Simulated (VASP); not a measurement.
**VASP inputs for LiCl (rocksalt)**

INCAR

```
SIGMA = 0.02
NSW = 40
EDIFFG = -5E-3
LREAL = .FALSE.
NELM = 120
GGA = PS
NBANDS = 12
IBRION = 2
PREC = Accurate
LWAVE = .FALSE.
LASPH = .TRUE.
EDIFF = 1E-7
ENCUT = 600
ISIF = 3
ISMEAR = -1
LCHARG = .FALSE.
```

KPOINTS

```
KPOINTS created by Atomic Simulation Environment
0
Gamma
8 8 8
0 0 0
```

POSCAR

```
Li Cl
 1.0000000000000000
     0.0000000000000000    2.5745971596289259    2.5745971596289259
     2.5745971596289259    0.0000000000000000    2.5745971596289259
     2.5745971596289259    2.5745971596289259    0.0000000000000000
 Li  Cl
   1   1
Cartesian
  0.0000000000000000 -0.0000000000000000 -0.0000000000000000
  2.5745971596289254  2.5745971596289254  2.5745971596289254
```

VASP ran with the recommended PBE PAW datasets (10 valence electrons in the cell).

Question: What does this run give?

Answer: relaxed cell vector lengths 3.579, 3.579, 3.579 Å; relaxed cell volume 32.42 Å³.
